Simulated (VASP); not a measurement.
# HgTe (I-4m2) in VASP: further runs, part 3 of 3

VASP 6.6.1.

### Step 6. Relaxation of cell and atoms, LDA

File INCAR:

```
SYSTEM = HgTe
PREC = Accurate ; ENCUT = 600
EDIFF = 1E-6 ; ISMEAR = -1
SIGMA = 0.05 ; LREAL = .FALSE.
LASPH = .TRUE. ; NELM = 100
ALGO = Fast ; ISIF = 3
LWAVE = .FALSE. ; LCHARG = .FALSE.
GGA = CA ; IBRION = 2
NSW = 40 ; EDIFFG = -0.005
```

File KPOINTS:

```
Automatic mesh
0
G
  8 8 8
  0 0 0
```

File POSCAR:

```
HgTe
1.0
   -3.0456030000      3.0456030000      1.5594100000
    3.0456030000     -3.0456030000      1.5594100000
    3.0456030000      3.0456030000     -1.5594100000
Hg Te
1 1
Direct
    0.7500000000      0.2500000000      0.5000000000
    0.0000000000      0.0000000000      0.0000000000
```

Potentials or basis: VASP PAW LDA potentials, release 64 (Hg, Te).

Started as:

```console
cat potpaw_LDA.64/Hg/POTCAR potpaw_LDA.64/Te/POTCAR > POTCAR
mpirun -np 1 vasp_std > vasp.out
```

OUTCAR:

```text
SYSTEM = HgTe
   PREC = Accurate
   ENCUT = 600
   EDIFF = 1E-6
   ISMEAR = -1
   LREAL = .FALSE.
   LASPH = .TRUE.
   NELM = 100
   ISIF = 3
   GGA = CA
   IBRION = 2
   NSW = 40
   EDIFFG = -0.005

 ion  position               nearest neighbor table
   1  0.750  0.250  0.500-   2 3.14   2 3.14   2 3.14   2 3.14
   2  0.000  0.000  0.000-   1 3.14   1 3.14   1 3.14   1 3.14

  LATTYP: Found a body centered tetragonal cell.
 ALAT       =     6.0912060000
 C/A-ratio  =     0.5120201156

  Lattice vectors:

 A1 = (  -3.0456030000,   3.0456030000,   1.5594100000)
 A2 = (   3.0456030000,  -3.0456030000,   1.5594100000)
 A3 = (   3.0456030000,   3.0456030000,  -1.5594100000)

Analysis of symmetry for initial positions (statically):
=====================================================================
 Subroutine PRICEL returns:
 Original cell was already a primitive cell.

 Routine SETGRP: Setting up the symmetry group for a
 body centered tetragonal supercell.

 Subroutine GETGRP returns: Found  8 space group operations
 (whereof  8 operations were pure point group operations)
 out of a pool of 16 trial point group operations.

The static configuration has the point symmetry D_2d.

Analysis of symmetry for dynamics (positions and initial velocities):
=====================================================================
 Subroutine PRICEL returns:
 Original cell was already a primitive cell.

 Routine SETGRP: Setting up the symmetry group for a
[... 154 lines left out ...]
  ---------------------------------------------------
  free energy    TOTEN  =        -4.76405441 eV

  energy without entropy =       -4.75911714  energy(sigma->0) =       -4.76158577

 E-fermi :   4.2602     XC(G=0): -10.0939

 val. band max:        4.1009479517   @ k =  -0.2500  -0.3750   0.1250
 cond. band min:       4.2622346877   @ k =  -0.2500   0.5000   0.1250
 fundamental gap:      0.1612867360
 Fermi energy:         4.2601846482

 k-point     1 :       0.0000    0.0000    0.0000
  band No.  band energies     occupation
      1      -8.2531      2.00000
      2      -3.1585      2.00000
      3      -2.4509      2.00000
      4      -2.3752      2.00000
      5      -1.9328      2.00000
      6      -1.9328      2.00000
      7       0.7243      2.00000
      8       1.8052      2.00000
      9       1.8052      2.00000
     10       7.6282      0.00000
     11       8.8506      0.00000
     12      11.0664      0.00000
     13      11.0664      0.00000
[... 583 lines left out ...]
--------------------------------------- Ionic step        7  -------------------------------------------

 number of electron      18.0000000 magnetization

 Free energy of the ion-electron system (eV)
  ---------------------------------------------------
  ext. energy  EPLUGINS =         0.00000000
  ---------------------------------------------------
  free energy    TOTEN  =        -4.87253549 eV

  energy without entropy =       -4.86833115  energy(sigma->0) =       -4.87043332

 E-fermi :   5.5865     XC(G=0): -10.6093

 val. band max:        5.3412156330   @ k =  -0.2500  -0.3750   0.1250
 cond. band min:       5.5895788092   @ k =  -0.2500   0.5000   0.1250
 fundamental gap:      0.2483631762
 Fermi energy:         5.5864675687

 k-point     1 :       0.0000    0.0000    0.0000
  band No.  band energies     occupation
      1      -7.7352      2.00000
      2      -2.3624      2.00000
      3      -1.6322      2.00000
      4      -1.5104      2.00000
      5      -0.9717      2.00000
      6      -0.9717      2.00000
      7       2.0916      2.00000
      8       2.7247      2.00000
      9       2.7247      2.00000
     10       9.1822      0.00000
     11      10.0547      0.00000
     12      12.8384      0.00000
     13      12.8384      0.00000
[... 397 lines left out ...]
  FREE ENERGIE OF THE ION-ELECTRON SYSTEM (eV)
  ---------------------------------------------------
  free  energy   TOTEN  =        -4.8725354853 eV

  energy  without entropy=       -4.8683311536  energy(sigma->0) =       -4.87043332

 reached required accuracy - stopping structural energy minimisation
```

OSZICAR:

```text
N       E                     dE             d eps       ncg     rms          rms(c)
DAV:   1     0.108481065035E+03    0.10848E+03   -0.86689E+03  1534   0.135E+03
DAV:   2    -0.740803132035E+00   -0.10922E+03   -0.10259E+03  1644   0.282E+02
DAV:   3    -0.488413541003E+01   -0.41433E+01   -0.41072E+01  1879   0.545E+01
[... 54 lines left out ...]
       N       E                     dE             d eps       ncg     rms          rms(c)
DAV:   1    -0.487257435791E+01   -0.39356E-04   -0.79309E-04  1654   0.354E-01    0.454E-02
RMM:   2    -0.487253904500E+01    0.35313E-04   -0.92899E-05  1534   0.109E-01    0.179E-02
RMM:   3    -0.487253604436E+01    0.30006E-05   -0.10242E-05  1398   0.215E-02    0.141E-02
RMM:   4    -0.487253548532E+01    0.55904E-06   -0.12249E-06   784   0.960E-03
   7 F= -.48725355E+01 E0= -.48704333E+01  d E =-.642093E-05
```

CONTCAR:

```text
HgTe
   1.00000000000000
    -2.9184054129139927    2.9184054129139927    1.5222227941163360
     2.9184054129139927   -2.9184054129139927    1.5222227941163360
     2.9184054129139927    2.9184054129139927   -1.5222227941163360
  Hg              Te
     1     1
Direct
     0.7500000000000000    0.2500000000000000    0.5000000000000000
     0.0000000000000000    0.0000000000000000    0.0000000000000000

  0.00000000E+00  0.00000000E+00  0.00000000E+00
  0.00000000E+00  0.00000000E+00  0.00000000E+00
```

It took 5 min on 1 thread of Intel Xeon Platinum 8259CL at 2.50GHz (Skylake/Cascade Lake), shared host; peak memory 0.26 GiB.

Results:

| Item | Value |
| --- | --- |
| Free energy | -4.8725 eV |
| Relaxed volume | 25.93 Å³/atom |
| Relaxed cell | a = 4.399 Å, b = 4.399 Å, c = 4.399 Å, α = 96.88°, β = 96.88°, γ = 139.51° |
| Space group after relaxing (to 0.05 Å) | I-4m2 (No. 119) |
| Energy gained by relaxing | 54.2 meV/atom |
| Ionic steps | 7 |
| Pressure after relaxing | 0.0 GPa |
| Band gap on the k mesh | none (metal or under the smearing width) |

The path:
| step | energy change (eV) | largest force (eV/Å) | pressure (GPa) | volume (Å³) |
| --- | --- | --- | --- | --- |
| 1 | 0.0000 | 0.0000 | -5.07 | 57.86 |
| 2 | -0.0989 | 0.0000 | 1.84 | 50.53 |
| 3 | -0.1062 | 0.0000 | 0.04 | 51.88 |
| 4 | -0.1085 | 0.0000 | 0.06 | 51.83 |
| 5 | -0.1085 | 0.0000 | 0.05 | 51.83 |
| 6 | -0.1085 | 0.0000 | -0.04 | 51.89 |
| 7 | -0.1085 | 0.0000 | -0.01 | 51.86 |

Final structure:
```xyz
2
Lattice="-2.9184 2.9184 1.5222 2.9184 -2.9184 1.5222 2.9184 2.9184 -1.5222" Properties=species:S:1:pos:R:3 pbc="T T T"
Hg    0.0000    2.9184    0.7611
Te    0.0000    0.0000    0.0000
```

### Step 7. Summary

```tsv
task	level	potentials or basis	cell	k mesh	cutoff (eV)	smearing	screening parameter	grid for exact exchange (PRECFOCK)	ladder	mesh quality	gap on the mesh (eV)	pressure (GPa)
single point	PBE	VASP PAW PBE potentials, release 64 (Hg_sv_GW, Te_GW)	as given	6 × 6 × 6	450	gaussian 0.02 eV	-	-	-	coarse	none	-1.2
single point	HSE(alpha, omega)	VASP PAW PBE potentials, release 64 (Hg, Te)	as given	5 × 5 × 5	520	fermi-dirac 0.05 eV	0.4	Fast	-	coarse	none	-1.0
single point	HSE(alpha, omega)	VASP PAW PBE potentials, release 64 (Hg, Te)	as given	5 × 5 × 5	520	fermi-dirac 0.05 eV	0.6	Fast	-	coarse	none	-0.5
single point	PBE	VASP PAW PBE potentials, release 64 (Hg_sv_GW, Te_GW)	as given	5 × 5 × 5	500	gaussian 0.02 eV	-	-	-	coarse	none	-0.5
relaxation of cell and atoms	LDA	VASP PAW LDA potentials, release 64 (Hg, Te)	relaxed	8 × 8 × 8	600	fermi-dirac 0.05 eV	-	-	gaps	not flagged	none	0.0
```

Alike in all rows: no spin polarisation.

Caveats: some runs use coarse meshes; the PAW data sets were made with another functional, which shifts forces and pressure a little (some runs).

Absolute energies hang on the potentials; compare differences alone.
